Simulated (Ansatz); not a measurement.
Ansatz input

```yaml
crystal:
  lattice:
    - [-2.1977691364, 2.1977691364, 2.1977691364]
    - [2.1977691364, -2.1977691364, 2.1977691364]
    - [2.1977691364, 2.1977691364, -2.1977691364]
  atoms:
    - { symbol: La, position: [0.0, 0.0, 0.0], spin: 0.279 }
hamiltonian:
  xc: pbe
  pseudopotentials:
    kind: paw
    azcp:
      La: "pseudopotentials/La.paw.azcp"
basis:
  ecutwfc: 420
  fft_grid_basis: typed
kpoints:
  mp_grid: { grid: [17, 17, 17], shift: [0, 0, 0] }
magnetization:
  spin_polarized: true
scf:
  occupations: { method: fermi_dirac, width: 0.05 }
output:
  stress: true
```

Output

```
Engine: ansatz 0.2.0, x86_64-unknown-linux-gnu
Pseudopotentials: kind: paw
Pseudopotential: La, paw, valence charge 11, recommended cutoff 420 eV (normal) 
Functional definition: PBE
  parameter kappa = 0.804
  parameter beta = 0.06672455060314922
  exchange = pbe_x(kappa = kappa, mu = beta*pi^2/3)
  correlation = pbe_c(beta = beta)
Crystal: 1 atoms, lattice volume = 42.463 Å³
Basis set: ecut = 420 eV, 791 PW (Γ)
Bands: 10, of which v1, the nominal top of the filled ones, is band 6 counted from 1 (5 counted from 0)
Symmetry: 48 space group operations
Space group: Im-3m (ITA 229), of the structure as read, at distance tolerance 3.5e-5 Å
Magnetic group: BNS 229.140 (UNI 1642), of the structure as read, at distance tolerance 3.5e-5 Å
k-points: 165 of 4913
Non-local potential: La, projectors of the file, l = 0: 3, l = 1: 2, l = 2: 2, l = 3: 3
PAW form: soft (Blöchl's): semilocal exchange-correlation on the pseudo side does not see the compensation charge
PAW one-centre angular grid: La, 590 points (default); XC on 64 Gauss nodes
Initial density: superposition of atomic densities (chi_scale 0.1, normalization cell)
Starting moments: Σ|m| = 0.279 μB on 1 of 1 site
Initial wavefunctions: pseudopotential atomic-orbital guess
Functional: x = pbe(κ = 0.804, μ = 0.2195149727645171), c = pbe(β = 0.06672455060314922)
iter 1 solved again at ethr=1.55e-3 eV; its pass at ethr=3.10e-3 eV (dr2=1.70e-1 eV) is discarded
SCF iter   1: F=—  HF=-6249.917557 eV  |F-HF|=—  |Δ(HF+E_count)|=         —  Δρ=1.53e-2 (↑1.53e-2 ↓4.07e-3)  dr2=1.69e-1  dr2_m=1.64e-2  M=0.171 μB ∫|m|=0.171 μB  β_m=0.30  ethr=1.55e-3  ⟨swp⟩=1.0  Hψ=21348  notcnv=0
Mixer restart at iter 1: flushing history
spin=Collinear: Kerker preconditioning applied to the charge; magnetization (m = ρ↑ − ρ↓) channel mixes plain (no charge-response kernel on spin).
SCF iter   2: F=—  HF=-6249.926758 eV  |F-HF|=—  |Δ(HF+E_count)|=   9.20e-3  Δρ=1.08e-2 (↑1.08e-2 ↓2.95e-3)  dr2=8.86e-2  dr2_m=7.97e-3  M=0.178 μB ∫|m|=0.178 μB  β_m=0.64  ethr=1.54e-3  ⟨swp⟩=2.1  Hψ=4633  notcnv=0
SCF iter   3: F=—  HF=-6249.937624 eV  |F-HF|=—  |Δ(HF+E_count)|=   1.09e-2  Δρ=9.69e-4 (↑8.67e-4 ↓9.69e-4)  dr2=1.10e-3  dr2_m=5.30e-5  M=0.213 μB ∫|m|=0.213 μB  β_m=0.82  ethr=8.06e-4  ⟨swp⟩=4.1  Hψ=8886  notcnv=0
SCF iter   4: F=—  HF=-6249.938245 eV  |F-HF|=—  |Δ(HF+E_count)|=   6.21e-4  Δρ=6.29e-4 (↑6.29e-4 ↓6.09e-4)  dr2=5.33e-4  dr2_m=6.37e-5  M=0.249 μB ∫|m|=0.249 μB  β_m=0.84  ethr=9.96e-6  ⟨swp⟩=2.8  Hψ=7419  notcnv=0
SCF iter   5: F=—  HF=-6249.938462 eV  |F-HF|=—  |Δ(HF+E_count)|=   2.17e-4  Δρ=4.94e-4 (↑4.38e-4 ↓4.94e-4)  dr2=2.58e-5  dr2_m=8.12e-5  M=0.283 μB ∫|m|=0.283 μB  β_m=0.92  ethr=4.85e-6  ⟨swp⟩=2.6  Hψ=6510  notcnv=0
SCF iter   6: F=—  HF=-6249.939213 eV  |F-HF|=—  |Δ(HF+E_count)|=   7.51e-4  Δρ=4.55e-4 (↑4.54e-4 ↓4.55e-4)  dr2=4.00e-6  dr2_m=7.93e-5  M=0.354 μB ∫|m|=0.354 μB  β_m=0.96  ethr=2.35e-7  ⟨swp⟩=2.3  Hψ=5773  notcnv=0
SCF iter   7: F=—  HF=-6249.940317 eV  |F-HF|=—  |Δ(HF+E_count)|=   1.10e-3  Δρ=8.57e-5 (↑8.57e-5 ↓7.60e-5)  dr2=4.97e-6  dr2_m=1.77e-6  M=0.484 μB ∫|m|=0.484 μB  β_m=0.98  ethr=3.64e-8  ⟨swp⟩=3.3  Hψ=8816  notcnv=0
SCF iter   8: F=—  HF=-6249.940323 eV  |F-HF|=—  |Δ(HF+E_count)|=   6.62e-6  Δρ=7.19e-5 (↑7.19e-5 ↓6.94e-5)  dr2=8.67e-8  dr2_m=1.92e-6  M=0.486 μB ∫|m|=0.486 μB  β_m=0.99  ethr=3.64e-8  ⟨swp⟩=2.6  Hψ=5402  notcnv=0
SCF iter   9: F=—  HF=-6249.940326 eV  |F-HF|=—  |Δ(HF+E_count)|=   2.76e-6  Δρ=7.32e-5 (↑6.95e-5 ↓7.32e-5)  dr2=7.73e-8  dr2_m=1.96e-6  M=0.507 μB ∫|m|=0.507 μB  β_m=0.99  ethr=7.88e-10  ⟨swp⟩=3.4  Hψ=7556  notcnv=0
SCF iter  10: F=—  HF=-6249.940335 eV  |F-HF|=—  |Δ(HF+E_count)|=   8.63e-6  Δρ=2.80e-5 (↑2.67e-5 ↓2.80e-5)  dr2=7.74e-9  dr2_m=2.89e-7  M=0.494 μB ∫|m|=0.494 μB  β_m=1.00  ethr=7.02e-10  ⟨swp⟩=3.2  Hψ=7483  notcnv=0
SCF iter  11: F=—  HF=-6249.940336 eV  |F-HF|=—  |Δ(HF+E_count)|=   1.56e-6  Δρ=3.13e-6 (↑3.01e-6 ↓3.13e-6)  dr2=1.05e-10  dr2_m=3.65e-9  M=0.497 μB ∫|m|=0.497 μB  β_m=1.00  ethr=7.04e-11  ⟨swp⟩=3.2  Hψ=7425  notcnv=0
SCF iter  12: F=—  HF=-6249.940336 eV  |F-HF|=—  |Δ(HF+E_count)|=   1.79e-8  Δρ=5.85e-7 (↑5.71e-7 ↓5.85e-7)  dr2=2.77e-12  dr2_m=1.29e-10  M=0.498 μB ∫|m|=0.498 μB  β_m=1.00  ethr=1.00e-12  ⟨swp⟩=3.9  Hψ=7569  notcnv=0
SCF iter  13: F=-6249.940336 eV  HF=-6249.940336 eV  |F-HF|=1.36e-11  |Δ(HF+E_count)|=  5.90e-10  Δρ=1.39e-7 (↑1.33e-7 ↓1.39e-7)  dr2=1.88e-13  dr2_m=7.14e-12  M=0.498 μB ∫|m|=0.498 μB  ethr=1.00e-12  ⟨swp⟩=1.0  Hψ=9977  notcnv=0
SCF 1 converged in 13 iterations: F = -6249.940336 eV  dr2 = 1.88e-13
SCF converged after 13 iterations
Magnetization: 0.4976 μB (5.7488 up, 5.2512 down)
Absolute magnetization: 0.4976 μB (∫|ρ↑−ρ↓|, with the PAW one-centre terms)
Spin contamination: 0.0010 ħ² per cell (⟨S²⟩ above its minimum at these occupations)
Per-site moments (μB) at R_I (Å): [(0.30911818866193536, 1.5702422206150242)]
Free energy (F): -6249.940336 eV
Harris-Foulkes:  -6249.940336 eV  (|F-HF|=1.36e-11)
Internal energy: -6249.920417 eV  (E = F + TS)
E sigma→0 (E₀):  -6249.930377 eV
Entropy (-TS):   -0.019919 eV (-19.919 meV/atom)
Fermi energy:    9.459489 eV
--- Per-component energies (eV) ---
  E_band       = -64.838847
  E_kinetic    = 190.671449
  E_local      = -378.602766  (includes V_loc(G=0)·N_el)
  E_nonlocal   = 94.581528
  E_hartree    = 118.687795
  E_xc         = -138.183498
  E_vxc        = -146.004359  (∫ρ·V_xc dr)
  E_paw        = -5415.793041  (= ΣΔE_a)
  E_vpaw       = -62.860291  (= ΣTr[D̂ρ^β])
  E_aug_tail   = -0.000000  (compensation charges beyond the density's cutoff)
  E_ewald      = -721.281884
  E_smearing   = -0.019919  (= −TS)
  E_closure    = 0.000000  (closes the sum)
  Σ components = -6249.940336   (vs F -6249.940336, Δ=0.00e0)
--- Stress (GPa, compression-positive) ---
       -2.577293      -0.000000      -0.000000
        0.000000      -2.577293       0.000000
       -0.000000      -0.000000      -2.577293
  P = ⅓ Tr σ = -2.5773 GPa (-25.773 kbar)
```
